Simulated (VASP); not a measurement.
Here is a VASP 6.6.1 calculation.

run.py

```python
from ase import Atoms
from ase.calculators.vasp import Vasp
from ase.dft.bandgap import bandgap

atoms = Atoms(
    ['Mg', 'O'],
    cell=[[0.0, 2.0970013927, 2.0970013927], [2.0970013927, 0.0, 2.0970013927], [2.0970013927, 2.0970013927, 0.0]],
    scaled_positions=[[0.0, 0.0, 0.0], [0.5, 0.5, 0.5]],
    pbc=True,
)
calc = Vasp(
    directory='calc',
    xc='blyp',
    pp='PBE',
    setups={'base': 'minimal', 'O': '_s'},
    prec='Accurate',
    encut=400,
    ediff=1e-06,
    ismear=-1,
    sigma=0.05,
    lreal=False,
    lasph=True,
    nelm=80,
    algo='Normal',
    isif=2,
    lwave=False,
    lcharg=True,
    kpts=[11, 11, 11],
    gamma=True,
    nbands=11,
)
atoms.calc = calc

print('energy (eV):', atoms.get_potential_energy())
print('free energy (eV):', atoms.get_potential_energy(force_consistent=True))
efermi = calc.get_fermi_level()
print('Fermi level (eV):', efermi)
path = atoms.cell.bandpath(npoints=60, eps=1e-4)
print('path:', path.path)
calc.set(kpts=path.kpts, reciprocal=True, icharg=11, isym=0, lcharg=False)
calc.calculate(atoms)
print('gap on the path (eV):', bandgap(calc, efermi=efermi)[0])
print('direct gap on the path (eV):', bandgap(calc, efermi=efermi, direct=True)[0])
```

Potentials or basis: VASP PAW PBE potentials, release 64 (Mg, O_s).

Command:

```sh
$ python run.py
```

(1) What does it give for the band gap along the path?

## Answers

(1) 5.15 eV, direct.

Caveat: the log is that of the step along the path at fixed density, whose energy, stress, charges and moments have no meaning.

**What was measured.**

“Electronic structure of alkaline earth and post-transition metal oxides”, 2009, arxiv:0908.1581 quotes, for a bulk crystal of MgO: band gap 7.83 eV.

Measured gap of MgO: 7.83 eV (quoted in “Electronic structure of alkaline earth and post-transition metal oxides”, 2009, arxiv:0908.1581). This calculation gives 5.15 eV (-2.68 eV). The value is that of BLYP, without temperature or zero-point motion. Semilocal functionals fall short of measured gaps as a rule. The cell is a database's relaxed one, not the measured one, which moves gaps too.
